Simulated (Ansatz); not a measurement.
## Relaxing AgCl

Level of theory: DFT PBE, scalar-relativistic, plane waves, PAW (Ansatz). Cutoff 420 eV, Γ-centred k mesh, Gaussian smearing, no spin polarisation in the final step.

A relaxed cell is given with its space group left out.

```xyz
2
Lattice="0.0000 2.8060 2.8060 2.8060 0.0000 2.8060 2.8060 2.8060 0.0000" Properties=species:S:1:pos:R:3 pbc="T T T"
Ag    0.0000    0.0000    0.0000
Cl    2.8060    2.8060    2.8060
```

Formation energies are uncorrected and refer to the elements' standard structures at the same level (Cl₂ as a molecule).

Question: What space group does it have?

Answer: Fm-3m (No. 225). Conventional cell: a = 5.612 Å. Ag has 6 Cl at 2.81 Å; around Cl lie 6 Ag at 2.81 Å.

Question: What is its formation energy per atom?

Answer: -0.452 eV/atom.

Question: Is it a metal?

Answer: No, the gap on the 8×8×8 mesh is 0.92 eV.

The final run used a 8×8×8 mesh on its 2-atom cell and 0.02 eV smearing.

Cost: 2 runs of about 0.043 core-minutes in all, on AMD EPYC 9R45 (Zen 5) (shared hosts).